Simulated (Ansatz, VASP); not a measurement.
Tl: VASP beside Ansatz

The input INCAR:

```
SYSTEM = Tl
PREC     = Accurate       ! precision mode
ENCUT    = 520            ! plane-wave cutoff, eV
EDIFF    = 1E-6           ! SCF threshold, eV
ISMEAR   = -1             ! smearing method
SIGMA    = 0.03           ! smearing width, eV
LREAL    = .False.        ! projectors in reciprocal space
LASPH    = .True.         ! aspherical terms in the spheres
NELM     = 100            ! most SCF steps
ALGO     = Fast           ! electronic algorithm
ISIF     = 2              ! what is computed and relaxed
LWAVE    = .False.        ! write WAVECAR
LCHARG   = .False.        ! write CHGCAR
GGA      = PS             ! functional
NBANDS   = 20             ! bands
```

Contents of KPOINTS:

```
regular mesh
0
Gamma
  12 12 7
  0 0 0
```

The input POSCAR:

```
Tl
1.0
    3.5014772345      0.0000000000      0.0000000000
   -1.7507386173      3.0323682359      0.0000000000
    0.0000000000      0.0000000000      5.5977057061
Tl
2
Direct
    0.3333333333      0.6666666667      0.2500000000
    0.6666666667      0.3333333333      0.7500000000
```

Input for Ansatz:

```yaml
crystal:
  lattice:
    - [3.5014772345, 0.0, 0.0]
    - [-1.7507386173, 3.0323682359, 0.0]
    - [0.0, 0.0, 5.5977057061]
  atoms:
    - { symbol: Tl, position: [0.3333333333, 0.6666666667, 0.25] }
    - { symbol: Tl, position: [0.6666666667, 0.3333333333, 0.75] }
kpoints:
  mp_grid: { grid: [12, 12, 7] }
scf:
  occupations: { method: fermi_dirac, width: 0.03 }
hamiltonian:
  xc: pbesol
  pseudopotentials: { kind: all_electron, lapw: { basis_error: 0.0005 } }
output:
  forces: true
  stress: true
  eigenvalues: true
```

Change from the starting cell: functional pbesol, volume scaled by 1.04.

Alike in both runs: task single point; functional PBEsol; k mesh 12 × 12 × 7; occupations fermi-dirac, width 0.03 eV; no spin polarisation.

```csv
,VASP,Ansatz
version,VASP 6.6.1,Ansatz 0.2.0
potentials or method,"VASP PAW PBE potentials, release 64 (Tl_d)","all-electron LAPW, scalar-relativistic"
plane-wave cutoff (eV),520,see its input
```

```tsv
	VASP	Ansatz	Ansatz less VASP
pressure (GPa)	-1.4	-1.3	+0.07
largest component of the traceless stress (GPa)	0.92	0.92	-0.004
```

Ansatz ran all-electron here, so the differences hold the error of VASP's frozen core and of both bases.

Caveats: the PAW data sets were made with another functional, which shifts forces and pressure a little (VASP). The runs have no spin-orbit coupling, so splittings on Tl are missing.
